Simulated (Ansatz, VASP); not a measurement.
Si3N4 in VASP and in Ansatz

```
CELL_PARAMETERS angstrom
0.00000 3.87198 3.87198
3.87198 0.00000 3.87198
3.87198 3.87198 0.00000
ATOMIC_POSITIONS crystal
Si 0.12500 0.12500 0.62500
Si 0.12500 0.62500 0.12500
Si 0.62500 0.12500 0.12500
Si 0.12500 0.12500 0.12500
Si 0.75000 0.75000 0.75000
Si 0.50000 0.50000 0.50000
N 0.36755 0.36755 0.36755
N 0.35265 0.88245 0.88245
N 0.88245 0.88245 0.35265
N 0.88245 0.35265 0.88245
N 0.36755 0.36755 0.89735
N 0.36755 0.89735 0.36755
N 0.88245 0.88245 0.88245
N 0.89735 0.36755 0.36755
```

Alike in both runs: task relaxation of cell and atoms; functional PBEsol; k mesh 6 × 6 × 6; no spin polarisation.

|  | VASP | Ansatz |
| --- | --- | --- |
| version | VASP 6.6.1 | Ansatz 0.2.0 |
| potentials or method | VASP PAW PBE potentials, release 64 (Si, N) | scalar-relativistic, plane waves, PAW |
| plane-wave cutoff (eV) | 600 | 420 |
| occupations | gaussian, width 0.01 eV | fixed |
| valence electrons in the cell | 64 | 64 |

```csv
,VASP,Ansatz,Ansatz less VASP
"gap on the k mesh at the Fermi level, each at its own relaxed structure (eV)",3.28,3.29,+0.009
relaxed volume (Å³/atom),8.30,8.29,-0.005
relaxed cell length with the largest relative difference (Å),5.477,5.476,-0.0012
```

Caveats: the PAW data sets were made with another functional, which shifts forces and pressure a little (VASP). A k mesh can miss the band edges.
